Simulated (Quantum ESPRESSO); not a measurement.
## Ni and the effect of the starting magnetic order

Symmetry: P6_3/mmc, No. 194, hexagonal system. Conventional cell: a = 2.448 Å, b = 2.448 Å, c = 4.073 Å, α = 90.00°, β = 90.00°, γ = 120.00°. Ni (site symmetry -6m2) has 12 Ni at 2.45 to 2.48 Å as nearest neighbours.

This isn't the form of Ni at room conditions, which is fcc.

Kept alike: task single point; functional PBEsol; k mesh 10 × 10 × 6; occupations fermi-dirac, width 0.05 eV. Program: Quantum ESPRESSO, GBRV 1.5 PBEsol, cutoff 612 eV. The mesh is that of the run's cell of 2 atoms. No spin-orbit coupling.

| starting magnetic order | largest site moment (μB) | moment of the cell (μB) | free energy over the lowest row (meV/atom) |
| --- | --- | --- | --- |
| afm | 0.30 | 0.00 | 58.96 |
| ferri | 0.30 | 0.00 | 58.96 |
| fm | 0.72 | 1.36 | 0.00 |
| no spin | 0.00 | 0.00 | 61.18 |
| random | 0.30 | 0.00 | 58.96 |

For a metal such a mesh leaves the last digits unconverged. Runs of this series that gave no sound value for these columns are left out. Moments of the cell are magnitudes, and a label names the start alone. The runs hold the magnetic state that their start led to, which needn't be the lowest. The row without spin has no moments by construction. Site moments count inside each atom's sphere or projector.

**Question.** What does the starting magnetic order change here?

**Answer.** The largest site moment runs from 0.00 (no spin) to 0.72 μB (fm). The moment of the cell runs from 0.00 (afm; ferri; no spin; random) to 1.36 μB (fm). The free energy is lowest at fm, and 61.18 meV an atom higher at no spin. Starts that end at one energy have found one state: afm; ferri; random.

The ferromagnetic solution is clearly favoured among the states reached, and nearly all of the energy gained by spin polarization depends on parallel alignment: the compensated state lies only slightly below the one without spin. Its site moment also falls from 0.72 to 0.30 μB, which marks the magnetism as itinerant rather than built from rigid local moments. In nickel the Fermi level lies near the top of an almost filled d band, where a high density of states favours a Stoner splitting. Parallel order lets this splitting develop coherently across the band, whereas hybridization between antiparallel neighbours works against it.

Because the moment changes so much with the order, the energy difference between the two magnetic states contains the cost of changing the moment as well as that of reorienting it. It therefore shouldn't be mapped directly onto a Heisenberg exchange constant or used to estimate a Curie temperature. Spin spirals and antiferromagnetic orders with a larger period than the two-atom cell remain untested.
